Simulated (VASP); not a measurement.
A run of VASP 6.6.1 is set up as follows.

The input INCAR:

```
SYSTEM = ZrO2
PREC     = Accurate       ! precision mode
ENCUT    = 700            ! plane-wave cutoff, eV
EDIFF    = 1E-6           ! SCF threshold, eV
ISMEAR   = 0              ! smearing method
SIGMA    = 0.05           ! smearing width, eV
LREAL    = .FALSE.        ! projectors in reciprocal space
LASPH    = .TRUE.         ! aspherical terms in the spheres
NELM     = 100            ! most SCF steps
ALGO     = Normal         ! electronic algorithm
ISIF     = 2              ! what is computed and relaxed
LWAVE    = .FALSE.        ! write WAVECAR
LCHARG   = .FALSE.        ! write CHGCAR
GGA      = PE             ! functional
NBANDS   = 19             ! bands
```

Contents of KPOINTS:

```
Automatic mesh
0
G
  6 6 6
  0 0 0
```

POSCAR

```
ZrO2
1.0
    0.0000000000      2.6000000000      2.6000000000
    2.6000000000      0.0000000000      2.6000000000
    2.6000000000      2.6000000000      0.0000000000
Zr O
1 2
Direct
    0.0000000000      0.0000000000      0.0000000000
    0.2500000000      0.2500000000      0.2500000000
    0.7500000000      0.7500000000      0.7500000000
```

Potentials or basis: VASP PAW PBE potentials, release 64 (Zr_sv, O).

Run with:

```console
$ cat potpaw_PBE.64/Zr_sv/POTCAR potpaw_PBE.64/O/POTCAR > POTCAR
$ mpirun -np 1 vasp_std > vasp.out
```

(1) Estimate the band gap on the k mesh.

(2) What does it give for the pressure?

## Answers

(1) 3.18 eV, indirect (least direct gap 3.57 eV).

(2) -10.4 GPa.
